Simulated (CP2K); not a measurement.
MgS (Niningerite) under changes of volume

One of the cells (17.609 Å³/atom); the others are scaled copies at fixed shape and fractional positions:

```
S Mg
1.0
     3.67929    0.00000    0.00000
     1.83964    3.18636    0.00000
     1.83964    1.06212    3.00413
S Mg
1 1
Cartesian
  3.6793 2.1242 1.5021
  0.0000 0.0000 0.0000
```

```yaml
Program: CP2K 2026.2
Functional: LDA
Potentials_or_basis: GTH_POTENTIALS S GTH-PADE-q6, Mg GTH-PADE-q10; TZVP-MOLOPT-PBE-GTH basis
Density_cutoff: 19048 eV
k_mesh: 9 × 9 × 9
Occupations: fermi-dirac, width 0.1 eV
Spin: no spin polarisation
```

| volume (Å³/atom) | energy over the lowest point (meV/atom) | pressure (GPa) | gap on the mesh (eV) |
| --- | --- | --- | --- |
| 16.553 | 7.32 | 3.6 | 2.74 |
| 16.905 | 1.56 | 1.7 | 2.70 |
| 17.257 | 0.00 | 0.0 | 2.65 |
| 17.609 | 1.76 | -1.6 | 2.61 |
| 17.962 | 6.73 | -2.9 | 2.57 |
| 18.314 | ? | ? | ? |
| 18.666 | 25.08 | -5.3 | 2.49 |

What does the run at 18.314 Å³/atom give?

Energy over the lowest point 14.59 meV/atom; pressure -4.2 GPa; gap on the mesh 2.53 eV.

Worked out: A Birch-Murnaghan fit of order 3 (a polynomial in V^(-2/3)) to the other rows has its minimum at 17.25 Å³/atom with B0 = V·E''(V) = 79 GPa and B' = 4.2. It gives 14.63 meV/atom at 18.314 Å³/atom, against the run's 14.59, and -dE/dV = -4.2 GPa, against -4.2. A straight line through the other rows of the gap, of slope -2.09 eV per unit of ln V, gives 2.53 eV, against the run's 2.53.

Energies are extrapolated to zero smearing.

Caveats: an odd mesh through Γ misses points on the zone boundary, where band edges often lie; the basis of atomic orbitals isn't converged, which shifts pressures, moduli and gaps.
